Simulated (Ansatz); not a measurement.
Every step of a relaxation of MgF₂ (rutile type)

DFT, r2SCAN, PAW with Ansatz's default frozen-core files, scalar-relativistic (Ansatz 0.2.0); a Γ-centred 7×7×10 k mesh, Fermi–Dirac smearing of 0.1 eV, no spin polarisation. The run relaxes shape and atoms at held volume.

Command: `ansatz run input.yaml --threads 2 --pin off --max-ram 5120MiB --backend cpu --events-out ev --progress --plain --runs-dir out` It took 20 s on 2 threads of Arm Neoverse V1, with other jobs on the host, peak memory 0.44 GiB.

PAW: frozen-core files, cutoff 500 eV; forces are relaxed below 0.005 eV/Å.

Each step lists its free energy a cell above the last geometry, the pressure, the cell vectors (Å), and Cartesian positions (Å) with forces (eV/Å).

The first step:

```
step 1  dF = 76.40 meV  P = 143.0 GPa
  cell 3.9415 0.0000 0.0000  0.0000 3.9415 0.0000  0.0000 0.0000 2.5972
  Mg 0.0000 0.0000 0.0000   0.0000 0.0000 0.0000
  Mg 1.9707 1.9707 1.2986   0.0000 0.0000 0.0000
  F 1.1938 1.1938 0.0000   -0.9796 -0.9796 0.0000
  F 2.7476 2.7476 0.0000   0.9796 0.9796 0.0000
  F 3.1645 0.7769 1.2986   -0.9796 0.9796 0.0000
  F 0.7769 3.1645 1.2986   0.9796 -0.9796 0.0000
```

The PAW files were made under PBE. The structure type is held throughout; the real material can change phase at far lower pressure.

The symmetry of the start is kept and no stability test is made, so the end need not be the stable phase.

Task: Where does the relaxation end, and by which steps?

Result: After 5 geometries, with conventional a, b, c = 3.914, 3.914, 2.634 Å, at 6.725 Å³/atom and 141.8 GPa in space group P4_2/mnm, with a shortest distance of 1.661 Å. The further steps:
```
step 2  dF = 28.65 meV  P = 142.4 GPa
  cell 3.9345 0.0000 0.0000  0.0000 3.9345 0.0000  0.0000 0.0000 2.6065
  Mg 0.0000 0.0000 0.0000   0.0000 0.0000 0.0000
  Mg 1.9672 1.9672 1.3032   0.0000 0.0000 0.0000
  F 1.1862 1.1862 0.0000   -0.5863 -0.5863 0.0000
  F 2.7482 2.7482 0.0000   0.5863 0.5863 0.0000
  F 3.1534 0.7810 1.3032   -0.5863 0.5863 0.0000
  F 0.7810 3.1534 1.3032   0.5863 -0.5863 0.0000
step 3  dF = 0.77 meV  P = 141.8 GPa
  cell 3.9226 0.0000 0.0000  0.0000 3.9226 0.0000  0.0000 0.0000 2.6223
  Mg 0.0000 0.0000 0.0000   0.0000 0.0000 0.0000
  Mg 1.9613 1.9613 1.3112   0.0000 0.0000 0.0000
  F 1.1745 1.1745 0.0000   0.0248 0.0248 0.0000
  F 2.7480 2.7480 0.0000   -0.0248 -0.0248 0.0000
  F 3.1358 0.7868 1.3112   0.0248 -0.0248 0.0000
  F 0.7868 3.1358 1.3112   -0.0248 0.0248 0.0000
step 4  dF = 0.40 meV  P = 141.8 GPa
  cell 3.9202 0.0000 0.0000  0.0000 3.9202 0.0000  0.0000 0.0000 2.6255
  Mg 0.0000 0.0000 0.0000   0.0000 0.0000 0.0000
  Mg 1.9601 1.9601 1.3127   0.0000 0.0000 0.0000
  F 1.1745 1.1745 0.0000   0.0180 0.0180 0.0000
  F 2.7457 2.7457 0.0000   -0.0180 -0.0180 0.0000
  F 3.1346 0.7856 1.3127   0.0180 -0.0180 0.0000
  F 0.7856 3.1346 1.3127   -0.0180 0.0180 0.0000
step 5  dF = 0.00 meV  P = 141.8 GPa
  cell 3.9140 0.0000 0.0000  0.0000 3.9140 0.0000  0.0000 0.0000 2.6338
  Mg 0.0000 0.0000 0.0000   0.0000 0.0000 0.0000
  Mg 1.9570 1.9570 1.3169   0.0000 0.0000 0.0000
  F 1.1743 1.1743 0.0000   0.0000 0.0000 0.0000
  F 2.7396 2.7396 0.0000   0.0000 0.0000 0.0000
  F 3.1313 0.7826 1.3169   0.0000 0.0000 0.0000
  F 0.7826 3.1313 1.3169   0.0000 0.0000 0.0000
step 6  dF = 0.06 meV  P = 141.8 GPa  (same geometry on a basis chosen anew; earlier energies don't compare to the last digit)
  cell 3.9140 0.0000 0.0000  0.0000 3.9140 0.0000  0.0000 0.0000 2.6338
  Mg 0.0000 0.0000 0.0000   0.0000 0.0000 0.0000
  Mg 1.9570 1.9570 1.3169   0.0000 0.0000 0.0000
  F 1.1743 1.1743 0.0000   0.0000 0.0000 0.0000
  F 2.7396 2.7396 0.0000   0.0000 0.0000 0.0000
  F 3.1313 0.7826 1.3169   0.0000 0.0000 0.0000
  F 0.7826 3.1313 1.3169   0.0000 0.0000 0.0000
```
